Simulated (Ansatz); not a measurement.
A plane-wave DFT run in Ansatz 0.2.0 (scalar-relativistic PAW potentials unless the input names others): input and command.

```yaml
crystal:
  lattice:
    - [3.604304784, 0.0, 0.0]
    - [0.0, 3.604304784, 0.0]
    - [0.0, 0.0, 5.2639672632]
  atoms:
    - { symbol: Hf, position: [0.5, 0.5, 0.5] }
    - { symbol: Hf, position: [0.0, 0.0, 0.0] }
    - { symbol: O, position: [0.0096644333, 0.5, 0.6969874388] }
    - { symbol: O, position: [0.5, 0.0, 0.8067479052] }
    - { symbol: O, position: [0.5, 0.0, 0.3067479052] }
    - { symbol: O, position: [0.0, 0.5, 0.1932520948] }
basis:
  ecutwfc: 420
  ecutrho_ratio: 6
kpoints:
  mp_grid: { grid: [6, 6, 4] }
hamiltonian:
  xc: pbe
scf:
  occupations: { method: gaussian, width: 0.05 }
  eigensolver: { kind: davidson }
output:
  forces: true
  eigenvalues: true
  stress: true
```

```bash
ansatz run input.yaml --threads 1 --pin off --max-ram 2560MiB --backend cpu --events-out ev --progress --plain --runs-dir out
```

Abridged log:
```
Basis set: ecut = 420 eV, 1321 PW (Γ), exchange–correlation on 60×60×90 points (8 copies of the dense FFT grid, shifted against one another)
Bands: 46, of which v1, the nominal top of the filled ones, is band 38 counted from 1 (37 counted from 0)
Symmetry: 2 space group operations
k-points: 56 of 144 (time reversal used)
SCF iter   1: F=—  HF=-33723.024365 eV  |F-HF|=—  |Δ(HF+E_count)|=         —  Δρ=3.11e-3  dr2=1.70e-3  ethr=1.77e-3  ⟨swp⟩=5.9  Hψ=10003  notcnv=0
SCF iter   2: F=—  HF=-33723.026456 eV  |F-HF|=—  |Δ(HF+E_count)|=   2.09e-3  Δρ=1.63e-3  dr2=5.37e-4  ethr=2.23e-6  ⟨swp⟩=4.1  Hψ=7942  notcnv=0
SCF iter   3: F=—  HF=-33723.026889 eV  |F-HF|=—  |Δ(HF+E_count)|=   4.33e-4  Δρ=2.44e-4  dr2=3.14e-5  ethr=3.86e-8  ⟨swp⟩=3.2  Hψ=11027  notcnv=0
automatic band count: iteration 3 solves 44 bands in place of 46: the levels show a gap, and the empty bands left out lie too high to hold charge; the band table lists the bands solved (type scf.n_extra_bands for more)
SCF iter   4: F=—  HF=-33723.027036 eV  |F-HF|=—  |Δ(HF+E_count)|=   1.47e-4  Δρ=1.34e-4  dr2=1.19e-5  ethr=3.86e-8  ⟨swp⟩=4.0  Hψ=7007  notcnv=0
SCF iter   5: F=—  HF=-33723.027046 eV  |F-HF|=—  |Δ(HF+E_count)|=   9.34e-6  Δρ=7.62e-5  dr2=3.59e-6  ethr=1.56e-8  ⟨swp⟩=3.2  Hψ=5983  notcnv=0
SCF iter   6: F=—  HF=-33723.027046 eV  |F-HF|=—  |Δ(HF+E_count)|=   4.64e-7  Δρ=2.10e-5  dr2=2.97e-7  ethr=4.73e-9  ⟨swp⟩=3.2  Hψ=5410  notcnv=0
SCF iter   7: F=-33723.027046 eV  HF=-33723.027046 eV  |F-HF|=6.57e-9  |Δ(HF+E_count)|=   4.53e-7  Δρ=9.45e-6  dr2=3.92e-8  ethr=3.90e-10  ⟨swp⟩=3.0  Hψ=5467  notcnv=0
SCF 1 converged in 7 iterations: F = -33723.027046 eV  dr2 = 3.92e-8
  Residual-converged pass: ⟨swp⟩=3.4  Hψ=6631  notcnv=0  max |occ|·‖R‖ = 6.6e-6 eV (tolerance 6.7e-6 eV) dr2=4.50e-8  dr2_onsite=4.32e-9  max |Δocc| = 0.0e0
SCF converged after 7 iterations
Free energy (F): -33723.027046 eV
Harris-Foulkes:  -33723.027046 eV  (|F-HF|=6.57e-9)
Internal energy: -33723.027046 eV  (E = F + TS)
E sigma→0 (E₀):  -33723.027046 eV
Fermi energy:    16.700502 eV
--- Forces (eV/Å), atoms counted from 1 ---
  atom   1  Hf     0.29438801     0.00000000     0.10085873
  atom   2  Hf     0.02490522     0.00000000    -0.02948102
  atom   3  O     -0.59103804     0.00000000    -0.23189120
  atom   4  O      0.23611953     0.00000000    -0.01661195
  atom   5  O      0.01116701     0.00000000     0.02555866
  atom   6  O      0.02448427     0.00000000     0.15153323
--- Stress (GPa, compression-positive) ---
       -0.335556       0.000000      -0.693469
        0.000000       0.234962       0.000000
       -0.693469       0.000000      -0.317020
  P = ⅓ Tr σ = -0.1392 GPa (-1.392 kbar)
```

Apart from outputs and empty bands, the input differs from a reference run on usual settings in basis.ecutrho_ratio: not typed → 6; scf.eigensolver.kind: not typed → "davidson". The reference, at the same geometry (not necessarily relaxed), gave pressure -0.14 GPa, largest force 0.635 eV/Å, gap on the mesh 4.64 eV. This run converged in 7 SCF iterations (reference: 8) with an energy at zero smearing within 0.01 meV/atom of the reference's, pressure -0.14 GPa, largest force 0.635 eV/Å, gap on the mesh 4.64 eV.

Time: 27 s on 1 thread of Arm Neoverse V2, on a shared host, peak memory 0.37 GiB.